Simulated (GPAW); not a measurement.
# Al (Fm-3m) in GPAW: single point with LDA

Aim: the single point of Al with LDA.

All numbers are computed with GPAW 26.7.0; they aren't measurements. Logs are shortened: lines on timing, memory, paths and dates and some standing lists are left out, and cuts for length are marked. The log counts tension as positive stress, the text compression.

### Step 1. The structure

It takes space group Fm-3m (No. 225, cubic). The conventional cell has a = 4.050 Å, b = 4.050 Å, c = 4.050 Å, α = 90.00°, β = 90.00°, γ = 90.00°. Al (site symmetry m-3m) is surrounded by 12 Al at 2.86 Å.

### Step 2. Single point, LDA

The input, run.py:

```python
from ase.dft.bandgap import bandgap
from ase.io import read, write
from ase.units import GPa
from gpaw import GPAW, PW

atoms = read('Al.cif')

calc = GPAW(mode=PW(500),
            xc='LDA',
            kpts={'size': (5, 5, 5), 'gamma': True},
            occupations={'name': 'fermi-dirac', 'width': 0.05},
            nbands=16,
            convergence={'density': 1e-05, 'energy': 1e-05},
            maxiter=80,
            txt='gpaw.txt')
atoms.calc = calc
energy = atoms.get_potential_energy()
forces = atoms.get_forces()
stress = atoms.get_stress()
calc.write('gs.gpw')
write('result.traj', atoms)
print(f'Energy: {energy:.6f} eV')
print('Forces (eV/A):')
print(forces.round(4))
print('Stress (GPa):', (stress / GPa).round(3))
print('Fermi level:', round(calc.get_fermi_level(), 4), 'eV')
print(f'Gap: {bandgap(calc)[0]:.4f} eV, direct: {bandgap(calc, direct=True)[0]:.4f} eV')
```

The input, Al.cif:

```cif
data_Al
_cell_length_a 4.04961000
_cell_length_b 4.04961000
_cell_length_c 4.04961000
_cell_angle_alpha 90.00000000
_cell_angle_beta 90.00000000
_cell_angle_gamma 90.00000000
_space_group_name_H-M_alt 'Fm-3m'
_space_group_name_Hall '-F 4 2 3'
_space_group_IT_number 225
loop_
_space_group_symop_operation_xyz
'x,y,z'
'-x,-y,-z'
'-y,x,z'
'y,-x,-z'
'-x,-y,z'
'x,y,-z'
'y,-x,z'
'-y,x,-z'
'x,-y,-z'
'-x,y,z'
'-y,-x,-z'
'y,x,z'
'-x,y,-z'
'x,-y,z'
'y,x,-z'
'-y,-x,z'
'z,x,y'
'-z,-x,-y'
'z,-y,x'
'-z,y,-x'
'z,-x,-y'
'-z,x,y'
'z,y,-x'
'-z,-y,x'
'-z,x,-y'
'z,-x,y'
'-z,-y,-x'
'z,y,x'
'-z,-x,y'
'z,x,-y'
'-z,y,x'
'z,-y,-x'
'y,z,x'
'-y,-z,-x'
'x,z,-y'
'-x,-z,y'
'-y,z,-x'
'y,-z,x'
'-x,z,y'
'x,-z,-y'
'-y,-z,x'
'y,z,-x'
'-x,-z,-y'
'x,z,y'
'y,-z,-x'
'-y,z,x'
'x,-z,y'
'-x,z,-y'
'x,y+1/2,z+1/2'
'-x,-y+1/2,-z+1/2'
'-y,x+1/2,z+1/2'
[... 62 lines left out ...]
'-z+1/2,-x,-y+1/2'
'z+1/2,-y,x+1/2'
'-z+1/2,y,-x+1/2'
'z+1/2,-x,-y+1/2'
'-z+1/2,x,y+1/2'
'z+1/2,y,-x+1/2'
'-z+1/2,-y,x+1/2'
'-z+1/2,x,-y+1/2'
'z+1/2,-x,y+1/2'
'-z+1/2,-y,-x+1/2'
'z+1/2,y,x+1/2'
'-z+1/2,-x,y+1/2'
'z+1/2,x,-y+1/2'
'-z+1/2,y,x+1/2'
'z+1/2,-y,-x+1/2'
'y+1/2,z,x+1/2'
'-y+1/2,-z,-x+1/2'
'x+1/2,z,-y+1/2'
'-x+1/2,-z,y+1/2'
'-y+1/2,z,-x+1/2'
'y+1/2,-z,x+1/2'
'-x+1/2,z,y+1/2'
'x+1/2,-z,-y+1/2'
'-y+1/2,-z,x+1/2'
'y+1/2,z,-x+1/2'
'-x+1/2,-z,-y+1/2'
'x+1/2,z,y+1/2'
'y+1/2,-z,-x+1/2'
'-y+1/2,z,x+1/2'
'x+1/2,-z,y+1/2'
'-x+1/2,z,-y+1/2'
'x+1/2,y+1/2,z'
'-x+1/2,-y+1/2,-z'
'-y+1/2,x+1/2,z'
'y+1/2,-x+1/2,-z'
'-x+1/2,-y+1/2,z'
'x+1/2,y+1/2,-z'
'y+1/2,-x+1/2,z'
'-y+1/2,x+1/2,-z'
'x+1/2,-y+1/2,-z'
'-x+1/2,y+1/2,z'
'-y+1/2,-x+1/2,-z'
'y+1/2,x+1/2,z'
'-x+1/2,y+1/2,-z'
'x+1/2,-y+1/2,z'
'y+1/2,x+1/2,-z'
'-y+1/2,-x+1/2,z'
'z+1/2,x+1/2,y'
'-z+1/2,-x+1/2,-y'
'z+1/2,-y+1/2,x'
'-z+1/2,y+1/2,-x'
'z+1/2,-x+1/2,-y'
'-z+1/2,x+1/2,y'
'z+1/2,y+1/2,-x'
'-z+1/2,-y+1/2,x'
'-z+1/2,x+1/2,-y'
'z+1/2,-x+1/2,y'
'-z+1/2,-y+1/2,-x'
'z+1/2,y+1/2,x'
'-z+1/2,-x+1/2,y'
'z+1/2,x+1/2,-y'
'-z+1/2,y+1/2,x'
'z+1/2,-y+1/2,-x'
'y+1/2,z+1/2,x'
'-y+1/2,-z+1/2,-x'
'x+1/2,z+1/2,-y'
'-x+1/2,-z+1/2,y'
'-y+1/2,z+1/2,-x'
'y+1/2,-z+1/2,x'
'-x+1/2,z+1/2,y'
'x+1/2,-z+1/2,-y'
'-y+1/2,-z+1/2,x'
'y+1/2,z+1/2,-x'
'-x+1/2,-z+1/2,-y'
'x+1/2,z+1/2,y'
'y+1/2,-z+1/2,-x'
'-y+1/2,z+1/2,x'
'x+1/2,-z+1/2,y'
'-x+1/2,z+1/2,-y'
loop_
_atom_site_label
_atom_site_type_symbol
_atom_site_symmetry_multiplicity
_atom_site_Wyckoff_symbol
_atom_site_fract_x
_atom_site_fract_y
_atom_site_fract_z
_atom_site_occupancy
Al1 Al 4 a 0.0000000000 0.0000000000 0.0000000000 1
```

Potentials or basis: the program's PAW data sets (release 1.2.1) made for this functional, pw.

Started as:

```bash
$ OMP_NUM_THREADS=1 python run.py
```

gpaw.txt:

```text
__  _  _
 | _ |_)|_||  |
 |__||  | ||/\| - 26.7.0

Input parameters:
  mode=PW(ecut=500.0),
  convergence={'density': 1e-05, 'energy': 1e-05},
  kpts=MonkhorstPack(size=(5, 5, 5), gamma=True),
  maxiter=80,
  nbands=16,
  occupations=Occupations(name='fermi-dirac', width=0.05),
  xc=XC(name='LDA')

Diagonalizing LCAO Hamiltonian
Converting LCAO to pw mode
   .---------.
  /|         |
 * |         |
 | |         |
 |Al         |
 | .--Al-----.
 |/    Al   /
 Al--------*

Atoms  # Å, Bohr magnetons
|   | symbol |        x |        y |        z |    initial magnetic moments |
|---|--------|----------|----------|----------|-----------------------------|
| 0 |     Al | 0.000000 | 0.000000 | 0.000000 | ( 0.0000,  0.0000,  0.0000) |
| 1 |     Al | 0.000000 | 2.024805 | 2.024805 | ( 0.0000,  0.0000,  0.0000) |
| 2 |     Al | 2.024805 | 0.000000 | 2.024805 | ( 0.0000,  0.0000,  0.0000) |
| 3 |     Al | 2.024805 | 2.024805 | 0.000000 | ( 0.0000,  0.0000,  0.0000) |

Unit cell  # Å
| periodic |        x |        y |        z |  lengths |    angles |
|----------|----------|----------|----------|----------|-----------|
|      yes | 4.049610 | 0.000000 | 0.000000 | 4.049610 | 90.000000 |
|      yes | 0.000000 | 4.049610 | 0.000000 | 4.049610 | 90.000000 |
|      yes | 0.000000 | 0.000000 | 4.049610 | 4.049610 | 90.000000 |

Number of symmetries: 48
Symmetry operations  # r_c * U_cc + t_c -> r_c
|    | kind |            matrix            |
|----|------|------------------------------|
|  0 |  E   |  1, 0, 0,  0, 1, 0,  0, 0, 1 |
|  1 |  σ   |  1, 0, 0,  0, 1, 0,  0, 0,-1 |
|  2 |  σ   |  1, 0, 0,  0, 0, 1,  0, 1, 0 |
|  3 |  C4  |  1, 0, 0,  0, 0, 1,  0,-1, 0 |
|  4 |  C4  |  1, 0, 0,  0, 0,-1,  0, 1, 0 |
|  5 |  σ   |  1, 0, 0,  0, 0,-1,  0,-1, 0 |
|  6 |  σ   |  1, 0, 0,  0,-1, 0,  0, 0, 1 |
|  7 |  C2  |  1, 0, 0,  0,-1, 0,  0, 0,-1 |
|  8 |  σ   |  0, 1, 0,  1, 0, 0,  0, 0, 1 |
|  9 |  C2  |  0, 1, 0,  1, 0, 0,  0, 0,-1 |
| 10 |  C3  |  0, 1, 0,  0, 0, 1,  1, 0, 0 |
| 11 |  S6  |  0, 1, 0,  0, 0, 1, -1, 0, 0 |
| 12 |  S6  |  0, 1, 0,  0, 0,-1,  1, 0, 0 |
| 13 |  C3  |  0, 1, 0,  0, 0,-1, -1, 0, 0 |
| 14 |  C4  |  0, 1, 0, -1, 0, 0,  0, 0, 1 |
| 15 |  S4  |  0, 1, 0, -1, 0, 0,  0, 0,-1 |
| 16 |  C3  |  0, 0, 1,  1, 0, 0,  0, 1, 0 |
| 17 |  S6  |  0, 0, 1,  1, 0, 0,  0,-1, 0 |
| 18 |  σ   |  0, 0, 1,  0, 1, 0,  1, 0, 0 |
| 19 |  C4  |  0, 0, 1,  0, 1, 0, -1, 0, 0 |
| 20 |  C2  |  0, 0, 1,  0,-1, 0,  1, 0, 0 |
| 21 |  S4  |  0, 0, 1,  0,-1, 0, -1, 0, 0 |
| 22 |  S6  |  0, 0, 1, -1, 0, 0,  0, 1, 0 |
| 23 |  C3  |  0, 0, 1, -1, 0, 0,  0,-1, 0 |
| 24 |  S6  |  0, 0,-1,  1, 0, 0,  0, 1, 0 |
| 25 |  C3  |  0, 0,-1,  1, 0, 0,  0,-1, 0 |
| 26 |  C4  |  0, 0,-1,  0, 1, 0,  1, 0, 0 |
| 27 |  σ   |  0, 0,-1,  0, 1, 0, -1, 0, 0 |
| 28 |  S4  |  0, 0,-1,  0,-1, 0,  1, 0, 0 |
| 29 |  C2  |  0, 0,-1,  0,-1, 0, -1, 0, 0 |
| 30 |  C3  |  0, 0,-1, -1, 0, 0,  0, 1, 0 |
| 31 |  S6  |  0, 0,-1, -1, 0, 0,  0,-1, 0 |
| 32 |  C4  |  0,-1, 0,  1, 0, 0,  0, 0, 1 |
| 33 |  S4  |  0,-1, 0,  1, 0, 0,  0, 0,-1 |
| 34 |  S6  |  0,-1, 0,  0, 0, 1,  1, 0, 0 |
| 35 |  C3  |  0,-1, 0,  0, 0, 1, -1, 0, 0 |
| 36 |  C3  |  0,-1, 0,  0, 0,-1,  1, 0, 0 |
| 37 |  S6  |  0,-1, 0,  0, 0,-1, -1, 0, 0 |
| 38 |  σ   |  0,-1, 0, -1, 0, 0,  0, 0, 1 |
| 39 |  C2  |  0,-1, 0, -1, 0, 0,  0, 0,-1 |
| 40 |  σ   | -1, 0, 0,  0, 1, 0,  0, 0, 1 |
| 41 |  C2  | -1, 0, 0,  0, 1, 0,  0, 0,-1 |
| 42 |  C2  | -1, 0, 0,  0, 0, 1,  0, 1, 0 |
| 43 |  S4  | -1, 0, 0,  0, 0, 1,  0,-1, 0 |
| 44 |  S4  | -1, 0, 0,  0, 0,-1,  0, 1, 0 |
| 45 |  C2  | -1, 0, 0,  0, 0,-1,  0,-1, 0 |
| 46 |  C2  | -1, 0, 0,  0,-1, 0,  0, 0, 1 |
| 47 |  i   | -1, 0, 0,  0,-1, 0,  0, 0,-1 |

BZ-sampling:
  Number of BZ points: 125
  Number of IBZ points: 10

  Monkhorst-Pack size: [5, 5, 5]
  Monkhorst-Pack shift: [0, 0, 0]

K-points  # in reciprocal-cell coordinates
|   |                                coordinates |     weight |
|---|--------------------------------------------|------------|
| 0 | (  0.00000000,   0.00000000,   0.00000000) | 0.00800000 |
| 1 | (  0.20000000,   0.00000000,   0.00000000) | 0.04800000 |
| 2 | (  0.20000000,   0.20000000,   0.00000000) | 0.09600000 |
| 3 | (  0.20000000,   0.20000000,   0.20000000) | 0.06400000 |
| 4 | (  0.40000000,   0.00000000,   0.00000000) | 0.04800000 |
| 5 | (  0.40000000,   0.20000000,   0.00000000) | 0.19200000 |
| 6 | (  0.40000000,   0.20000000,   0.20000000) | 0.19200000 |
| 7 | (  0.40000000,   0.40000000,   0.00000000) | 0.09600000 |
| 8 | (  0.40000000,   0.40000000,   0.20000000) | 0.19200000 |
| 9 | (  0.40000000,   0.40000000,   0.40000000) | 0.06400000 |

Plane wave coefficients: 1743
Cutoff: 500.0 eV

Spin-components: 1 (collinear spins)
Bands:           16
Projectors:      20
Spin-degeneracy: 2
Datatype:        complex128

Density:
  Valence electrons: 12.0
  Components: 1
  Grid points: [21 21 21]
  Charge: 0.0  # |e|

Potential:
  Grid points: [21 21 21]

species:
  Al:
    name:    Aluminium
    Z:       13.0
    valence: 3
    core:    10
    charge:  0.0  # [|e|]
    compensation charges:
      type: gauss
      rc: 0.34  # [Å]
      lmax: 2
    cutoffs:
      filter: 1.91  # [Å]
      core: 2.36  # [Å]
    projectors
    | kind |    occ | energy [eV] | rcut [Å] |
    |------|--------|-------------|----------|
    |   3s |  2.000 |      -7.830 |    1.085 |
    |   3p |  1.000 |      -2.783 |    1.085 |
    |    s |        |      19.382 |    1.085 |
    |    p |        |      24.428 |    1.085 |
    |    d |        |       0.000 |    1.085 |

    Using partial waves for Al as LCAO basis

Reference energy: -26313.685229  # eV

eigensolver:
  PPCG
  Converge bands: occupied
  niter=2

density mixing:
  MSR1-Mixer
  Pratt-step length: 0.05
  Maximum mixing coefficient: 0.75
  Old densities: 10
  SVD Regularization: 0.005
  Good broyden scale: 1.0
  Trust region scale: 1.0
  Backstep threshold: 4.0
  History deletion threshold: 6.0
  Fourier metric: weight=20.0, sigma=0.015

occupation numbers:
  Fermi-Dirac:
    width: 0.0500  # eV

poisson solver:
  ecut: 4000.0  # eV

xc functional:
  name: None

convergence criteria:
- Maximum integral of absolute [dens]ity change: 1e-05 electrons / valence electron
- Maximum [total energy] change in last 3 cyles: 1e-05 eV / valence electron
- Maximum integral of absolute [eigenst]ate change: 4e-08 eV^2 / valence electron
maximum number of iterations: 80

SCF iterations
|iter     | |      energy | eigst |  dens |
|---------|-|-------------|-------|-------|
|iter:   1| |  -16.707175 | -0.21 |       |
|iter:   2| |  -16.706490 | -3.12 | -0.99 |
|iter:   3| |  -16.686326 | -3.49 | -1.01 |
|iter:   4| |  -16.685461 | -4.22 | -1.59 |
|iter:   5| |  -16.685456 | -5.99 | -2.95 |
|iter:   6| |  -16.685458c| -6.56 | -3.38 |
|iter:   7| |  -16.685458c| -8.09c| -4.77 |
|iter:   8| |  -16.685458c| -8.88c| -5.24c|

Converged in 8 steps
Energy contributions relative to reference atoms: (reference = -26313.685229)

Energy contributions:
  Kinetic:          15.773455
  Coulomb:          -8.301979
  Zero:             -0.020242
  External:          0.000000
  Xc:              -24.124244
  Entropy:          -0.024897
  Spinorbit:         0.000000
  ----------------------------
  Free energy:     -16.697906
  Extrapolated:    -16.685458

dipole moment: (-13.985208, -13.985208, -13.985208)  # |e|*Ang

Fermi level: 7.009
Eigenvalues  # (at kpt = [0.000, 0.000, 0.000])
| band index |      eig [eV] | occ [0-2] |
|------------|---------------|-----------|
|          0 |        -4.165 |     2.000 |
|          1 |         4.017 |     2.000 |
|          2 |         4.017 |     2.000 |
|          3 |         4.017 |     2.000 |
|          4 |         5.281 |     2.000 |
|          5 |         5.281 |     2.000 |
[... 8 lines left out ...]
|         14 |        15.793 |     0.000 |
|         15 |        15.793 |     0.000 |

No gap
No difference between direct/indirect transitions

Forces  # eV/Ang
|        x |       y |       z |
|----------|---------|---------|
|  0.00000 | 0.00000 | 0.00000 |  # Al   0
|  0.00000 | 0.00000 | 0.00000 |  # Al   1
|  0.00000 | 0.00000 | 0.00000 |  # Al   2
| -0.00000 | 0.00000 | 0.00000 |  # Al   3

Stress tensor  # eV/Ang^3
|        x |        y |        z |
|----------|----------|----------|
| 0.021058 | 0.000000 | 0.000000 |
| 0.000000 | 0.021058 | 0.000000 |
| 0.000000 | 0.000000 | 0.021058 |

# Writing to gs.gpw (mode='')
```

It took 5.2 s on 1 thread of Arm Neoverse V1, shared host; peak memory 0.14 GiB.

Results:

```yaml
Free_energy: -16.6979 eV
Pressure: -3.4 GPa
Band_gap_on_the_k_mesh: none (metal or under the smearing width)
```

Caveat: the cutoff is short for stress and forces, so pressures can be off by a GPa or more.
